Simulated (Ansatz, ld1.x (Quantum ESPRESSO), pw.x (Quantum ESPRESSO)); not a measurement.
pw.x on bcc B: one setting changed

Potential: PAW, ld1.x (Quantum ESPRESSO) 7.5, PBE; core [He], reference 2s2 2p1; waves: 2s (bound): rcut 1.25, rcutus 1.65 bohr; 2s channel at 3.55 Ry: rcut 1.25, rcutus 1.65 bohr; 2p (bound): rcut 1.65, rcutus 2.25 bohr; 2p channel at 0.3 Ry: rcut 1.65, rcutus 2.25 bohr; 3d channel at 0.1 Ry: rc 2.30 bohr; local part: the d channel; core correction: none; augmentation: BESSEL, radius 1.25 bohr.

The reference run (k-mesh 18³, cutoffs 40/320 Ry, Fermi–Dirac 0.01 Ry, mixing_beta 0.4, conv_thr 1e-9, no spin) gives -0.19 GPa at 6.178 Å³/atom, where all-electron LAPW gives -1.02 GPa. This run, with its own iteration cap, changes mixing_beta to 0.1.

```
&control
  calculation='scf', prefix='x', pseudo_dir='./', outdir='./tmp', tstress=.true., disk_io='none'
/
&system
  ibrav=0, nat=1, ntyp=1, ecutwfc=40, ecutrho=320, nbnd=8,
  occupations='smearing', smearing='fd', degauss=0.01
/
&electrons
  conv_thr=1e-09, mixing_beta=0.1, electron_maxstep=60
/
ATOMIC_SPECIES
B 1.0 B.UPF
CELL_PARAMETERS angstrom
  -1.15592406 1.15592406 1.15592406
  1.15592406 -1.15592406 1.15592406
  1.15592406 1.15592406 -1.15592406
ATOMIC_POSITIONS crystal
B 0.0000 0.0000 0.0000
K_POINTS automatic
18 18 18 0 0 0
```

```bash
pw.x < B.scf.in > B.scf.out
```

Question: How does the run end?

Answer: It converges in 9 iterations; the free energy moves by +0.0 meV/atom and the pressure by +0.00 GPa. The result is that of the reference run.

```
Message from routine setup:
     using ibrav=0 with symmetry is DISCOURAGED, use correct ibrav instead
     lattice parameter (alat)  =       3.7835  a.u.
     unit-cell volume          =      41.6912 (a.u.)^3
     number of electrons       =         3.00
     number of Kohn-Sham states=            8
     kinetic-energy cutoff     =      40.0000  Ry
     charge density cutoff     =     320.0000  Ry
     scf convergence threshold =      1.0E-09
     Exchange-correlation= SLA  PW   PBX  PBC
     number of k points=   195  Fermi-Dirac smearing, width (Ry)=  0.0100
     iteration #  1     ecut=    40.00 Ry     beta= 0.10
     total energy              =     -11.33232980 Ry
     estimated scf accuracy    <       0.00136317 Ry
     iteration #  2     ecut=    40.00 Ry     beta= 0.10
     total energy              =     -11.33372548 Ry
     estimated scf accuracy    <       0.00110417 Ry
     iteration #  3     ecut=    40.00 Ry     beta= 0.10
     total energy              =     -11.33375397 Ry
     estimated scf accuracy    <       0.00000241 Ry
     [... 3 iterations left out ...]
     iteration #  7     ecut=    40.00 Ry     beta= 0.10
     total energy              =     -11.33375522 Ry
     estimated scf accuracy    <          2.0E-09 Ry
     iteration #  8     ecut=    40.00 Ry     beta= 0.10
     total energy              =     -11.33375529 Ry
     estimated scf accuracy    <          1.5E-09 Ry
     iteration #  9     ecut=    40.00 Ry     beta= 0.10
     the Fermi energy is    13.5567 ev
!    total energy              =     -11.33375559 Ry
     estimated scf accuracy    <          4.4E-11 Ry
     smearing contrib. (-TS)   =      -0.00105480 Ry
     convergence has been achieved in   9 iterations
          total   stress  (Ry/bohr**3)                   (kbar)     P=       -1.93
     Message from routine punch:
     Nothing written, as per user request (disk_io='none')
```

The run took about 2.8 s on one core of a shared server CPU.
